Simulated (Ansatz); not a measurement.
# What a trial cell of I relaxes into

Level of theory: DFT PBE, scalar-relativistic, plane waves, PAW (Ansatz). Cutoff 420 eV, Γ-centred k mesh, Gaussian smearing, no spin polarisation in the final step.

I was placed on the sites of a reported F cell (C2/c, No. 15), at a guessed volume.

```
CELL_PARAMETERS angstrom
4.07098 -2.42778 0.00000
4.07098 2.42778 0.00000
-2.27193 0.00000 10.53478
ATOMIC_POSITIONS crystal
I 0.96800 0.60200 0.09970
I 0.39800 0.03200 0.40030
I 0.03200 0.39800 0.90030
I 0.60200 0.96800 0.59970
```

Cell and atoms relax at zero pressure; the relaxation can't lower the symmetry of the start. After a coarse first stage the cell is made exact in the group found at 0.06 Å.

(1) Describe the relaxed structure.

(2) What are its volume, density and gap?

## Answers

(1) It keeps C2/c (No. 15), but not the shape of the type it started on. Conventional cell: a = 9.139 Å, b = 4.618 Å, c = 9.819 Å, β = 91.2°. Around I lie 1 I at 2.81 Å.

```cif
data_structure
_symmetry_space_group_name_H-M 'C2/c'
_symmetry_Int_Tables_number 15
_cell_length_a 9.1393
_cell_length_b 4.6178
_cell_length_c 9.8192
_cell_angle_alpha 90.000
_cell_angle_beta 91.248
_cell_angle_gamma 90.000
_cell_volume 414.30
loop_
_atom_site_label
_atom_site_type_symbol
_atom_site_symmetry_multiplicity
_atom_site_Wyckoff_symbol
_atom_site_fract_x
_atom_site_fract_y
_atom_site_fract_z
_atom_site_occupancy
I1 I 8 f 0.74994 0.90981 0.62197 1
```

(2) The volume per atom is 51.8 Å³. The density is 4.1 g/cm³ and the gap on the 8×8×4 mesh is 1.03 eV.

The final run used a 8×8×4 mesh on its 4-atom cell and 0.02 eV smearing. No dispersion correction is applied, so the spacing between layers, chains or molecules is poorly fixed, and with it the volume and density. Spin–orbit coupling is left out. A structure relaxed within its symmetry needn't be a true minimum.